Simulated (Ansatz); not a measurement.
# Na: the cost of one run

Program: Ansatz 0.2.0. Level of theory: DFT PBE, scalar-relativistic. These are calculated values, not measurements.

### 1 Starting point

It takes space group P6_3/mmc (No. 194, hexagonal). Conventional cell: a = 3.767 Å, b = 3.767 Å, c = 6.154 Å, α = 90.00°, β = 90.00°, γ = 120.00°. Around Na (site symmetry -6m2) lie 12 Na at 3.77 Å.

Structure file:

```cif
data_structure
_symmetry_space_group_name_H-M 'P6_3/mmc'
_symmetry_Int_Tables_number 194
_cell_length_a 3.7670
_cell_length_b 3.7670
_cell_length_c 6.1540
_cell_angle_alpha 90.000
_cell_angle_beta 90.000
_cell_angle_gamma 120.000
_cell_volume 75.63
loop_
_atom_site_label
_atom_site_type_symbol
_atom_site_symmetry_multiplicity
_atom_site_Wyckoff_symbol
_atom_site_fract_x
_atom_site_fract_y
_atom_site_fract_z
_atom_site_occupancy
Na1 Na 2 c 0.33333 0.66667 0.25000 1
```

The file gives the conventional cell by its symmetry; the runs use the cell typed in the input.

Atoms are numbered in the order of the input: Na1, Na2.

### 2 The deformed structure

Space group P6_3/mmc before, P6_3/mmc after.

### 3 All-electron LAPW

Contents of input.yaml:

```yaml
crystal:
  lattice:
    - [3.8423410176, 0.0, 0.0]
    - [-1.9211705088, 3.3275649312, 0.0]
    - [0.0, 0.0, 6.154]
  atoms:
    - { symbol: Na, position: [0.3333333333, 0.6666666667, 0.25] }
    - { symbol: Na, position: [0.6666666667, 0.3333333333, 0.75] }
kpoints:
  mp_grid: { grid: [13, 13, 7] }
  band_path:
    path:
      - [0.0, 0.0, 0.0]
      - [0.5, 0.0, 0.0]
      - [0.3333333333, 0.3333333333, 0.0]
      - [0.0, 0.0, 0.0]
      - [0.0, 0.0, 0.5]
      - [0.5, 0.0, 0.5]
      - [0.3333333333, 0.3333333333, 0.5]
      - [0.0, 0.0, 0.5]
      - [0.5, 0.0, 0.5]
    npoints: 5
scf:
  occupations: { method: fermi_dirac, width: 0.05 }
hamiltonian:
  xc: pbe
  pseudopotentials: { kind: all_electron, lapw: { basis_error: 0.00025 } }
output:
  forces: true
  stress: true
  eigenvalues: true
```

Launch:

```sh
$ ansatz run input.yaml --threads 1 --pin off --max-ram 3072MiB --backend cpu --events-out ev --progress --plain --runs-dir out
```

**Question.** How long does this run take on 1 thread of Intel Xeon Platinum 8488C (Sapphire Rapids), shared host, and how much memory does it need?

About 5 s, with a peak of 0.3 GiB.
